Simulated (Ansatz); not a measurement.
## TiSi2: relaxation of cell and atoms with PBEsol+U

Crystal: TiSi2.

```
CELL_PARAMETERS angstrom
0.00000 4.11752 4.26290
2.38951 0.00000 4.26290
2.38951 4.11752 0.00000
ATOMIC_POSITIONS crystal
Ti 0.75000 0.75000 0.75000
Ti 0.50000 0.50000 0.50000
Si 0.41257 0.08743 0.41257
Si 0.08743 0.41257 0.08743
Si 0.16257 0.83743 0.16257
Si 0.83743 0.16257 0.83743
```

The cell is a database's computed one.

```json
{"Program": "Ansatz 0.2.0", "Task": "relaxation of cell and atoms", "Functional": "PBEsol", "Potentials or basis": "Ansatz PAW", "Cutoff": "420 eV (not typed: the program's choice for these potentials)", "k mesh": "7 × 7 × 7", "Occupations": "fermi-dirac, width 0.05 eV", "Spin": "no spin polarisation", "Hubbard terms": "Ti d U = 1 eV", "Hubbard projectors": "ortho-atomic (the default)", "Double counting": "fll (the default)"}
```

```yaml
Relaxed_volume: 13.85 Å³/atom
Relaxed_cell: a = 5.907 Å, b = 4.884 Å, c = 4.734 Å, α = 75.77°, β = 53.27°, γ = 50.97°
Space_group_after_relaxing_to_0.05_Å: Fddd (No. 70)
Energy_gained_by_relaxing: 0.8 meV/atom
Ionic_steps: 5
Pressure_after_relaxing: 0.0 GPa
Band_gap_on_the_k_mesh: none (metal or under the smearing width)
```

Forces on the atoms (eV/Å):
```
Ti   0.000  0.000  0.000
Ti   0.000  0.000  0.000
Si   0.000  0.003  0.000
Si   0.000 -0.003  0.000
Si   0.000  0.003  0.000
Si   0.000 -0.003  0.000
```

The path:
| step | energy change (eV) | largest force (eV/Å) | volume (Å³) |
| --- | --- | --- | --- |
| 1 | 0.0000 | 0.0190 | 83.88 |
| 2 | -0.0039 | 0.0003 | 82.94 |
| 3 | -0.0048 | 0.0029 | 83.13 |
| 4 | -0.0048 | 0.0026 | 83.12 |
| 5 | -0.0047 | 0.0025 | 83.12 |

Final structure:
```xyz
6
Lattice="0.0000 4.0896 4.2623 2.3843 0.0000 4.2623 2.3843 4.0896 0.0000" Properties=species:S:1:pos:R:3 pbc="T T T"
Ti    3.5765    6.1344    6.3935
Ti    2.3843    4.0896    4.2623
Si    1.1922    3.3772    2.1312
Si    1.1922    0.7124    2.1312
Si    2.3843    1.3324    4.2623
Si    2.3843    6.8468    4.2623
```

Levels at points of the mesh, in eV from the Fermi level:
| k point | band 17 | band 18 | band 19 | band 20 | band 21 | band 22 | band 23 | band 24 |
| --- | --- | --- | --- | --- | --- | --- | --- | --- |
| (0.00, 0.00, 0.00) | -2.32 | -2.08 | -1.81 | -1.39 | -0.93 | 2.12 | 3.15 | 3.36 |

Eigenvalues of the final occupation matrices:
```tsv
site	spin	trace	eigenvalues
site 1	1	1.60	0.28 0.31 0.32 0.33 0.37
site 2	1	1.60	0.28 0.31 0.32 0.33 0.37
```

Wall time 30 s on 2 threads of Arm Neoverse V1, on a shared host, peak memory 0.56 GiB.

Caveat: the plane-wave basis is chosen anew once the cell has moved, so the energies of steps on either side of that aren't comparable; U without spin polarisation on a metal has little footing; the PAW data sets come from PBE, with cores solved anew for the run's functional, which leaves a small shift of forces and pressure; the U is typed as a test and isn't derived for this compound.
